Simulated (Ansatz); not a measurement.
One structure type, several compounds

Computed with DFT, PBE, all-electron LAPW, scalar-relativistic (Ansatz 0.2.0).

All compounds have space group Pm-3m with 1 atom in the primitive cell. V0, B0 and B0′ come from third-order Birch–Murnaghan fits to pressures at five volumes, with shape and internal coordinates held; prototypes and MP cells needn't be known phases. No run is spin-polarised.

Where a row has no spin, whether a magnetic state lies lower isn't shown here.

Spin–orbit coupling is left out, though it moves levels of the heavy atoms by tenths of an eV or more.

Ta: Ta 1a (0.000 0.000 0.000); sc type, relaxed by us; 13×13×13 mesh, smearing 0.03 eV; no spin
C: C 1a (0.000 0.000 0.000); sc type, relaxed by us; 15×15×15 mesh, smearing 0.03 eV; no spin
Ge: Ge 1a (0.000 0.000 0.000); sc type, relaxed by us; 13×13×13 mesh, smearing 0.05 eV; no spin
In: In 1a (0.000 0.000 0.000); sc type, relaxed by us; 12×12×12 mesh, smearing 0.03 eV; no spin
Au: Au 1a (0.000 0.000 0.000); sc type, relaxed by us; 12×12×12 mesh, smearing 0.08 eV; no spin
F: F 1a (0.000 0.000 0.000); sc type, relaxed by us; 15×15×15 mesh, smearing 0.08 eV; no spin

| compound | V0 (Å³/atom) | B0 (GPa) | B0′ |
| --- | --- | --- | --- |
| Ta | 20.60 | 143 | 3.8 |
| C | 5.59 | 306 | 3.5 |
| Ge | ? | 67 | 4.6 |
| In | 29.42 | 30 | 7.3 |
| Au | 20.75 | ? | 5.7 |
| F | 10.55 | ? | 5.5 |

Task: Give the missing entry: row "Ge", column "V0 (Å³/atom)".

Result: 19.96.

Task: Give the missing entry: row "F", column "B0 (GPa)".

Result: 61.

Task: What belongs in the row "Au", column "B0 (GPa)"?

Result: 105.
